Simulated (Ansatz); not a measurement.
Crystal: CdSe (Cadmoselite).

```
CELL_PARAMETERS angstrom
4.30000 0.00000 0.00000
-2.15000 3.72391 0.00000
0.00000 0.00000 7.02000
ATOMIC_POSITIONS crystal
Cd 0.66667 0.33333 0.50000
Cd 0.33333 0.66667 0.00000
Se 0.66667 0.33333 0.88500
Se 0.33333 0.66667 0.38500
```

```yaml
Program: Ansatz 0.2.0
Task: relaxation of cell and atoms
Functional: RPBE
Potentials_or_basis: Ansatz PAW
Cutoff: "420 eV (not typed: the program's choice for these potentials)"
k_mesh: 7 × 7 × 4
Occupations: fermi-dirac, width 0.05 eV
Spin: no spin polarisation
```

At the start: volume 28.10 Å³/atom.

Problem. Where does the relaxation end?

Solution. It ends after 5 steps and the volume is 31.04 Å³/atom (+10.5 %); space group P6_3mc (No. 186, to 0.05 Å).

Step by step:
| step | energy change (eV) | largest force (eV/Å) | volume (Å³) |
| --- | --- | --- | --- |
| 1 | 0.0000 | 0.2875 | 112.41 |
| 2 | -0.1714 | 0.0637 | 127.28 |
| 3 | -0.1812 | 0.0317 | 124.83 |
| 4 | -0.1820 | 0.0049 | 124.16 |
| 5 | -0.1840 | 0.0049 | 124.16 |

Final structure:
```yaml
crystal:
  lattice:
    - [4.44502, 0.00000, 0.00000]
    - [-2.22251, 3.84950, 0.00000]
    - [0.00000, 0.00000, 7.25625]
  atoms:
    - { symbol: Cd, position: [0.66667, 0.33333, 0.50449] }
    - { symbol: Cd, position: [0.33333, 0.66667, 0.00449] }
    - { symbol: Se, position: [0.66667, 0.33333, 0.88051] }
    - { symbol: Se, position: [0.33333, 0.66667, 0.38051] }
```

Caveat: the plane-wave basis is chosen anew once the cell has moved, so the energies of steps on either side of that aren't comparable; the volume moved by +10 % from the deposited cell, more than functionals usually miss; the PAW data sets come from PBE, with cores solved anew for the run's functional, which leaves a small shift of forces and pressure.
